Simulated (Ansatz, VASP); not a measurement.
# Cd: VASP beside Ansatz

The input INCAR:

```
SYSTEM = Cd
  PREC = Accurate
  ENCUT = 520
  EDIFF = 1E-7
  ISMEAR = -1
  SIGMA = 0.05
  LREAL = .FALSE.
  LASPH = .TRUE.
  NELM = 100
  ALGO = Normal
  ISIF = 2
  LWAVE = .FALSE.
  LCHARG = .FALSE.
  GGA = PE
  NBANDS = 12
```

The input KPOINTS:

```
Automatic mesh
0
G
  10 10 10
  0 0 0
```

File POSCAR:

```
Cd
1.0
    1.6395671417      0.9466045306      2.4973248490
   -1.6395671417      0.9466045306      2.4973248490
    0.0000000000     -1.8932090613      2.4973248490
Cd
1
Direct
    0.0000000000      0.0000000000      0.0000000000
```

Contents of input.yaml:

```yaml
crystal:
  lattice:
    - [1.6395671417, 0.9466045306, 2.497324849]
    - [-1.6395671417, 0.9466045306, 2.497324849]
    - [0.0, -1.8932090613, 2.497324849]
  atoms:
    - { symbol: Cd, position: [0.0, 0.0, 0.0] }
hamiltonian:
  xc: pbe
  pseudopotentials: { kind: paw }
kpoints:
  mp_grid: { grid: [10, 10, 10] }
scf:
  occupations: { method: fermi_dirac, width: 0.05 }
output:
  forces: true
  stress: true
  eigenvalues: true
```

Change from the starting cell: volume scaled by 1.06.

Alike in both runs: task single point; functional PBE; k mesh 10 × 10 × 10; occupations fermi-dirac, width 0.05 eV; no spin polarisation.

|  | VASP | Ansatz |
| --- | --- | --- |
| version | VASP 6.6.1 | Ansatz 0.2.0 |
| potentials or method | VASP PAW PBE potentials, release 64 (Cd) | Ansatz PAW |
| plane-wave cutoff (eV) | 520 | 420 |
| valence electrons in the cell | 12 | 20 |

Ansatz gave:

```
gap on the k mesh at the Fermi level (eV)       : none
pressure (GPa)                                  : -0.6
largest component of the traceless stress (GPa) : 0.35
```

Q: What did VASP give for the same quantities?

A: gap on the k mesh at the Fermi level (eV): none; pressure (GPa): -0.4; largest component of the traceless stress (GPa): 0.38.

A gap of «none» marks a metal or a gap that the smearing closes. The two sets of potentials don't hold the same shells in valence.
